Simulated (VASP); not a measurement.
# CdTe (F-43m) in VASP: a series of runs

The runs below take CdTe through single point, with PBE.

Program: VASP 6.6.1. These are calculated values, not measurements. Logs are shortened: lines on timing, memory, paths and dates and some standing lists are left out, and cuts for length are marked.

## Step 1: The crystal as given

It takes space group F-43m (No. 216, cubic). Conventional cell: a = 6.410 Å, b = 6.410 Å, c = 6.410 Å, α = 90.00°, β = 90.00°, γ = 90.00°. Te (site symmetry -43m) is surrounded by 4 Cd at 2.78 Å. Cd (site symmetry -43m) has 4 Te at 2.78 Å as nearest neighbours.

## Step 2: Single point, PBE, spin-orbit coupling, no magnetisation

Contents of INCAR:

```
SYSTEM = CdTe
ALGO = Normal
EDIFF = 1E-7
ENCUT = 340
GGA = PE
GGA_COMPAT = .False.
ISIF = 2
ISMEAR = 0
LASPH = .True.
LCHARG = .False.
LORBIT = 11
LREAL = .False.
LSORBIT = .True.
LWAVE = .False.
MAGMOM = 0 0 0 0 0 0
NBANDS = 34
NELM = 100
PREC = Accurate
SIGMA = 0.02
```

Contents of KPOINTS:

```
k-points
0
Gamma
  6 6 6
  0 0 0
```

Contents of POSCAR:

```
CdTe
1.0
    0.0000000000      3.2050000000      3.2050000000
    3.2050000000      0.0000000000      3.2050000000
    3.2050000000      3.2050000000      0.0000000000
Te Cd
1 1
Direct
    0.7500000000      0.7500000000      0.7500000000
    0.0000000000      0.0000000000      0.0000000000
```

Potentials or basis: VASP PAW PBE potentials, release 64 (Te, Cd).

The run is started by

```console
$ cat potpaw_PBE.64/Te/POTCAR potpaw_PBE.64/Cd/POTCAR > POTCAR
$ mpirun -np 1 vasp_ncl > vasp.out
```

OUTCAR:

```text
SYSTEM = CdTe
   EDIFF = 1E-7
   ENCUT = 340
   GGA = PE
   ISIF = 2
   ISMEAR = 0
   LASPH = .True.
   LORBIT = 11
   LREAL = .False.
   LSORBIT = .True.
   NELM = 100
   PREC = Accurate

 Found     22 irreducible k-points:

 Following reciprocal coordinates:
            Coordinates               Weight
  0.000000  0.000000  0.000000      1.000000
  0.166667  0.000000  0.000000      4.000000
 -0.166667  0.000000  0.000000      4.000000
  0.333333  0.000000  0.000000      4.000000
 -0.333333  0.000000  0.000000      4.000000
  0.500000  0.000000  0.000000      4.000000
   k-points           NKPTS =     22   k-points in BZ     NKDIM =     22   number of bands    NBANDS=     34
   number of dos      NEDOS =    301   number of ions     NIONS =      2
   total plane-waves  NPLWV =  21952
   dimension x,y,z NGX =    28 NGY =   28 NGZ =   28
   dimension x,y,z NGXF=    56 NGYF=   56 NGZF=   56
   ions per type =               1   1
   NGX,Y,Z   is equivalent  to a cutoff of  10.27, 10.27, 10.27 a.u.
   NGXF,Y,Z  is equivalent  to a cutoff of  20.54, 20.54, 20.54 a.u.
 SYSTEM =  CdTe
   PREC   = accura    normal or accurate (medium, high low for compatibility)
   ISTART =      0    job   : 0-new  1-cont  2-samecut
   ICHARG =      2    charge: 1-file 2-atom 10-const
   ISPIN  =      1    spin polarized calculation?
   LNONCOLLINEAR =      T non collinear calculations
   LSORBIT =      T    spin-orbit coupling
   LASPH  =      T    aspherical Exc in radial PAW
   ENCUT  =  340.0 eV  24.99 Ry    5.00 a.u.   6.81  6.81  6.81*2*pi/ulx,y,z
   NELM   =    100;   NELMIN=  2; NELMDL= -5     # of ELM steps
   EDIFF  = 0.1E-06   stopping-criterion for ELM
   LREAL  =      F    real-space projection
   EDIFFG = 0.1E-05   stopping-criterion for IOM
   NSW    =      0    number of steps for IOM
   IBRION =     -1    ionic relax: 0-MD 1-quasi-New 2-CG
   NFREE  =      0    steps in history (QN), initial steepest desc. (CG)
   ISIF   =      2    stress and relaxation
   ISYM   =      2    0-nonsym 1-usesym 2-fastsym
   POTIM  = 0.5000    time-step for ionic-motion
   TEBEG  =    0.0;   TEEND  =   0.0 temperature during run
   PSTRESS=    0.0 pullay stress
   NELECT =      18.0000    total number of electrons
   NUPDOWN=      -1.0000    fix difference up-down
   EMIN   =  10.00;   EMAX   =-10.00  energy-range for DOS
   EFERMI =   0.00;   METHOD = LEGACY
   ISMEAR =     0;   SIGMA  =   0.02  broadening in eV -4-tet -1-fermi 0-gaus
   EFERMI_NEDOS =   21; number of points for ismear=-14 and -15
   IALGO  =     38    algorithm
   IMIX   =      4    mixing-type and parameters
     AMIX     =   0.40;   BMIX     =  1.00
     AMIX_MAG =   1.60;   BMIX_MAG =  1.00
  volume/ion in A,a.u.               =      32.92       222.17
  Fermi-wavevector in a.u.,A,eV,Ry     =   1.062497  2.007828 15.359610  1.128899
  Thomas-Fermi vector in A             =   2.197950
[... 251 lines left out ...]
  energy-cutoff  :      340.00
  volume of cell :       65.84
      direct lattice vectors                 reciprocal lattice vectors
     0.000000000  3.205000000  3.205000000    -0.156006240  0.156006240  0.156006240
     3.205000000  0.000000000  3.205000000     0.156006240 -0.156006240  0.156006240
     3.205000000  3.205000000  0.000000000     0.156006240  0.156006240 -0.156006240

 POSITION                                       TOTAL-FORCE (eV/Angst)
 -----------------------------------------------------------------------------------
      4.80750      4.80750      4.80750        -0.000000     -0.000000     -0.000000
      0.00000      0.00000      0.00000         0.000000      0.000000      0.000000
 -----------------------------------------------------------------------------------
    total drift:                                0.000001      0.000001      0.000001

  FREE ENERGIE OF THE ION-ELECTRON SYSTEM (eV)
  ---------------------------------------------------
  free  energy   TOTEN  =        -4.8436122667 eV

  energy  without entropy=       -4.8436122667  energy(sigma->0) =       -4.84361227

 Spin-Orbit-Coupling matrix elements

 Ion:    1  E_soc:     -0.1919350
 l=   1
     0.0000000    -0.0319079    -0.0319079
    -0.0319079     0.0000000    -0.0319079
    -0.0319079    -0.0319079     0.0000000
 l=   2
     0.0000000    -0.0000321     0.0000000    -0.0000321    -0.0000491
    -0.0000321     0.0000000    -0.0000368    -0.0000321    -0.0000123
     0.0000000    -0.0000368     0.0000000    -0.0000368     0.0000000
    -0.0000321    -0.0000321    -0.0000368     0.0000000    -0.0000123
    -0.0000491    -0.0000123     0.0000000    -0.0000123     0.0000000
 l=   3
     0.0000000     0.0000000     0.0000000     0.0000000     0.0000000     0.0000000     0.0000000
     0.0000000     0.0000000     0.0000000     0.0000000     0.0000000     0.0000000     0.0000000
     0.0000000     0.0000000     0.0000000     0.0000000     0.0000000     0.0000000     0.0000000
     0.0000000     0.0000000     0.0000000     0.0000000     0.0000000     0.0000000     0.0000000
     0.0000000     0.0000000     0.0000000     0.0000000     0.0000000     0.0000000     0.0000000
     0.0000000     0.0000000     0.0000000     0.0000000     0.0000000     0.0000000     0.0000000
     0.0000000     0.0000000     0.0000000     0.0000000     0.0000000     0.0000000     0.0000000

 Ion:    2  E_soc:     -0.0615541
 l=   1
     0.0000000    -0.0033169    -0.0033169
    -0.0033169     0.0000000    -0.0033169
    -0.0033169    -0.0033169     0.0000000
 l=   2
     0.0000000    -0.0013992     0.0000000    -0.0013992    -0.0055428
    -0.0013992     0.0000000    -0.0041571    -0.0013992    -0.0013857
     0.0000000    -0.0041571     0.0000000    -0.0041571     0.0000000
    -0.0013992    -0.0013992    -0.0041571     0.0000000    -0.0013857
    -0.0055428    -0.0013857     0.0000000    -0.0013857     0.0000000
 l=   3
     0.0000000     0.0000000     0.0000000     0.0000000     0.0000000     0.0000000     0.0000000
     0.0000000     0.0000000     0.0000000     0.0000000     0.0000000     0.0000000     0.0000000
     0.0000000     0.0000000     0.0000000     0.0000000     0.0000000     0.0000000     0.0000000
     0.0000000     0.0000000     0.0000000     0.0000000     0.0000000     0.0000000     0.0000000
     0.0000000     0.0000000     0.0000000     0.0000000     0.0000000     0.0000000     0.0000000
     0.0000000     0.0000000     0.0000000     0.0000000     0.0000000     0.0000000     0.0000000
     0.0000000     0.0000000     0.0000000     0.0000000     0.0000000     0.0000000     0.0000000

 total charge

# of ion       s       p       d       tot
------------------------------------------
    1        1.349   2.080   0.024   3.453
    2        0.477   0.339   9.511  10.327
--------------------------------------------------
tot          1.826   2.419   9.535  13.780

 magnetization (x)

# of ion       s       p       d       tot
------------------------------------------
    1       -0.000  -0.000   0.000  -0.000
    2       -0.000   0.000   0.000  -0.000
--------------------------------------------------
tot         -0.000   0.000   0.000  -0.000

 magnetization (y)

# of ion       s       p       d       tot
------------------------------------------
    1        0.000   0.000   0.000   0.000
    2        0.000  -0.000   0.000  -0.000
--------------------------------------------------
tot          0.000  -0.000   0.000  -0.000

 magnetization (z)

# of ion       s       p       d       tot
------------------------------------------
    1       -0.000   0.000   0.000  -0.000
    2       -0.000   0.000   0.000  -0.000
--------------------------------------------------
tot         -0.000   0.000   0.000  -0.000
```

Run time: 96 s. Hardware: 1 thread of AMD EPYC 7R43 (Zen 3), shared host; peak memory 0.22 GiB.

The run converged, but some of its settings lie outside the range that counts as converged, so its numbers aren't taken as properties of the crystal.

What came out:

```yaml
Free_energy: -4.8436 eV
Pressure: 4.2 GPa
Valence_electrons_inside_the_program's_atomic_spheres: Te 3.45; Cd 10.33
```

Caveat: the cutoff is under 1.25 times the usual one of these potentials, so pressure, stress and relaxed cells hold a basis-set (Pulay) error.

## Step 3: Single point, PBE, spin-orbit coupling, no magnetisation

Changes to INCAR since step 2:

```diff
@@ -3,3 +3,3 @@
 EDIFF = 1E-7
-ENCUT = 340
+ENCUT = 400
 GGA = PE
```

KPOINTS is that of step 2.

POSCAR is that of step 2.

Potentials or basis: VASP PAW PBE potentials, release 64 (Te, Cd).

The run is started by

```console
$ cat potpaw_PBE.64/Te/POTCAR potpaw_PBE.64/Cd/POTCAR > POTCAR
$ mpirun -np 1 vasp_ncl > vasp.out
```

Run time: 2.4 min. Hardware: 1 thread of AMD EPYC 7R43 (Zen 3), shared host; peak memory 0.26 GiB.

These settings aren't checked as converged: the numbers below hold their error.

What came out:

| Item | Value |
| --- | --- |
| Free energy | -4.8444 eV |
| Pressure | 4.1 GPa |
| Valence electrons inside the program's atomic spheres | Te 3.45; Cd 10.34 |

## Step 4: Single point, PBE, spin-orbit coupling, no magnetisation

Changes to INCAR since step 3:

```diff
@@ -2,3 +2,3 @@
 ALGO = Normal
-EDIFF = 1E-7
+EDIFF = 1E-4
 ENCUT = 400
```

KPOINTS is that of step 3.

POSCAR is that of step 3.

The run is started by

```console
$ cat potpaw_PBE.64/Te/POTCAR potpaw_PBE.64/Cd/POTCAR > POTCAR
$ mpirun -np 1 vasp_ncl > vasp.out
```

Run time: 63 s. Hardware: 1 thread of AMD EPYC 7R43 (Zen 3), shared host; peak memory 0.26 GiB.

The run converged, but some of its settings lie outside the range that counts as converged, so its numbers aren't taken as properties of the crystal.

What came out:

| Quantity | Value |
| --- | --- |
| Free energy | -4.8442 eV |
| Pressure | 3.7 GPa |
| Valence electrons inside the program's atomic spheres | Te 3.45; Cd 10.34 |

## Step 5: Single point, PBE, spin-orbit coupling, no magnetisation

Changes to INCAR since step 4:

```diff
@@ -2,3 +2,3 @@
 ALGO = Normal
-EDIFF = 1E-4
+EDIFF = 1E-7
 ENCUT = 400
@@ -17,3 +17,3 @@
 NELM = 100
-PREC = Accurate
+PREC = Normal
 SIGMA = 0.02
```

KPOINTS is that of step 4.

POSCAR is that of step 4.

Potentials or basis: VASP PAW PBE potentials, release 64 (Te, Cd).

The run is started by

```console
$ cat potpaw_PBE.64/Te/POTCAR potpaw_PBE.64/Cd/POTCAR > POTCAR
$ mpirun -np 1 vasp_ncl > vasp.out
```

OUTCAR:

```text
SYSTEM = CdTe
   EDIFF = 1E-7
   ENCUT = 400
   GGA = PE
   ISIF = 2
   ISMEAR = 0
   LASPH = .True.
   LORBIT = 11
   LREAL = .False.
   LSORBIT = .True.
   NELM = 100
   PREC = Normal

 Found     22 irreducible k-points:

 Following reciprocal coordinates:
            Coordinates               Weight
  0.000000  0.000000  0.000000      1.000000
  0.166667  0.000000  0.000000      4.000000
 -0.166667  0.000000  0.000000      4.000000
  0.333333  0.000000  0.000000      4.000000
 -0.333333  0.000000  0.000000      4.000000
  0.500000  0.000000  0.000000      4.000000
   k-points           NKPTS =     22   k-points in BZ     NKDIM =     22   number of bands    NBANDS=     34
   number of dos      NEDOS =    301   number of ions     NIONS =      2
   total plane-waves  NPLWV =  13824
   dimension x,y,z NGX =    24 NGY =   24 NGZ =   24
   dimension x,y,z NGXF=    48 NGYF=   48 NGZF=   48
   ions per type =               1   1
   NGX,Y,Z   is equivalent  to a cutoff of   8.80,  8.80,  8.80 a.u.
   NGXF,Y,Z  is equivalent  to a cutoff of  17.61, 17.61, 17.61 a.u.
 SYSTEM =  CdTe
   PREC   = normal    normal or accurate (medium, high low for compatibility)
   ISTART =      0    job   : 0-new  1-cont  2-samecut
   ICHARG =      2    charge: 1-file 2-atom 10-const
   ISPIN  =      1    spin polarized calculation?
   LNONCOLLINEAR =      T non collinear calculations
   LSORBIT =      T    spin-orbit coupling
   LASPH  =      T    aspherical Exc in radial PAW
[... 314 lines left out ...]
     0.0000000     0.0000000     0.0000000     0.0000000     0.0000000     0.0000000     0.0000000
     0.0000000     0.0000000     0.0000000     0.0000000     0.0000000     0.0000000     0.0000000

 Ion:    2  E_soc:     -0.0618546
 l=   1
     0.0000000    -0.0033159    -0.0033159
    -0.0033159     0.0000000    -0.0033159
    -0.0033159    -0.0033159     0.0000000
 l=   2
     0.0000000    -0.0014096     0.0000000    -0.0014096    -0.0055837
    -0.0014096     0.0000000    -0.0041877    -0.0014096    -0.0013959
     0.0000000    -0.0041877     0.0000000    -0.0041877     0.0000000
    -0.0014096    -0.0014096    -0.0041877     0.0000000    -0.0013959
    -0.0055837    -0.0013959     0.0000000    -0.0013959     0.0000000
 l=   3
     0.0000000     0.0000000     0.0000000     0.0000000     0.0000000     0.0000000     0.0000000
     0.0000000     0.0000000     0.0000000     0.0000000     0.0000000     0.0000000     0.0000000
     0.0000000     0.0000000     0.0000000     0.0000000     0.0000000     0.0000000     0.0000000
     0.0000000     0.0000000     0.0000000     0.0000000     0.0000000     0.0000000     0.0000000
     0.0000000     0.0000000     0.0000000     0.0000000     0.0000000     0.0000000     0.0000000
     0.0000000     0.0000000     0.0000000     0.0000000     0.0000000     0.0000000     0.0000000
     0.0000000     0.0000000     0.0000000     0.0000000     0.0000000     0.0000000     0.0000000

 total charge

# of ion       s       p       d       tot
------------------------------------------
    1        1.349   2.080   0.024   3.453
    2        0.477   0.338   9.527  10.342
--------------------------------------------------
tot          1.825   2.419   9.551  13.795

 magnetization (x)

# of ion       s       p       d       tot
------------------------------------------
    1       -0.000   0.000  -0.000   0.000
    2        0.000   0.000   0.000   0.000
--------------------------------------------------
tot         -0.000   0.000  -0.000   0.000

 magnetization (y)

# of ion       s       p       d       tot
------------------------------------------
    1        0.000   0.000   0.000   0.000
    2        0.000   0.000  -0.000  -0.000
--------------------------------------------------
tot          0.000   0.000  -0.000  -0.000

 magnetization (z)

# of ion       s       p       d       tot
------------------------------------------
    1       -0.000  -0.000  -0.000  -0.000
    2       -0.000   0.000   0.000   0.000
--------------------------------------------------
tot         -0.000   0.000   0.000   0.000
```

OSZICAR:

```text
N       E                     dE             d eps       ncg     rms          rms(c)
DAV:   1     0.974151164875E+02    0.97415E+02   -0.69228E+03  1520   0.752E+02
DAV:   2    -0.791412707434E+00   -0.98207E+02   -0.94090E+02  1708   0.220E+02
DAV:   3    -0.502919357505E+01   -0.42378E+01   -0.42164E+01  1726   0.466E+01
DAV:   4    -0.507754602202E+01   -0.48352E-01   -0.48344E-01  1886   0.439E+00
DAV:   5    -0.507810009319E+01   -0.55407E-03   -0.55406E-03  1708   0.454E-01    0.668E+00
DAV:   6    -0.485862359906E+01    0.21948E+00   -0.30931E-01  1652   0.714E+00    0.516E+00
DAV:   7    -0.484313852586E+01    0.15485E-01   -0.12545E-01  1696   0.212E+00    0.249E+00
DAV:   8    -0.484407530702E+01   -0.93678E-03   -0.96486E-03  1602   0.859E-01    0.102E+00
DAV:   9    -0.484413051013E+01   -0.55203E-04   -0.50117E-04  1778   0.210E-01    0.354E-01
DAV:  10    -0.484435202608E+01   -0.22152E-03   -0.49863E-04  1626   0.175E-01    0.637E-02
DAV:  11    -0.484437188517E+01   -0.19859E-04   -0.29199E-05  1768   0.577E-02    0.263E-02
DAV:  12    -0.484439280625E+01   -0.20921E-04   -0.24507E-05  1592   0.261E-02    0.138E-02
DAV:  13    -0.484439478499E+01   -0.19787E-05   -0.95870E-07  1864   0.718E-03    0.619E-03
DAV:  14    -0.484439533536E+01   -0.55037E-06   -0.44113E-07  1608   0.327E-03    0.411E-03
DAV:  15    -0.484439504808E+01    0.28727E-06   -0.26557E-07  1478   0.277E-03    0.193E-03
DAV:  16    -0.484439509498E+01   -0.46895E-07   -0.15421E-08  1150   0.681E-04
   1 F= -.48443951E+01 E0= -.48443951E+01  d E =-.118631E-26  mag=     0.0000     0.0000    -0.0000
```

stdout:

```text
POSCAR found type information on POSCAR TeCd
 POSCAR found :  2 types and       2 ions
 scaLAPACK will be used
 LDA part: xc-table for (Slater+PW92), standard interpolation
 POSCAR, INCAR and KPOINTS ok, starting setup
 FFT: planning ... GRIDC
 FFT: planning ... GRID_SOFT
 FFT: planning ... GRID
 WAVECAR not read
 entering main loop
```

It took 64 s on 1 thread of AMD EPYC 7R43 (Zen 3), shared host; peak memory 0.19 GiB.

These settings aren't checked as converged: the numbers below hold their error.

Results:

| Property | Result |
| --- | --- |
| Free energy | -4.8444 eV |
| Pressure | 4.1 GPa |
| Valence electrons inside the program's atomic spheres | Te 3.45; Cd 10.34 |

[end of part 1 of 2]
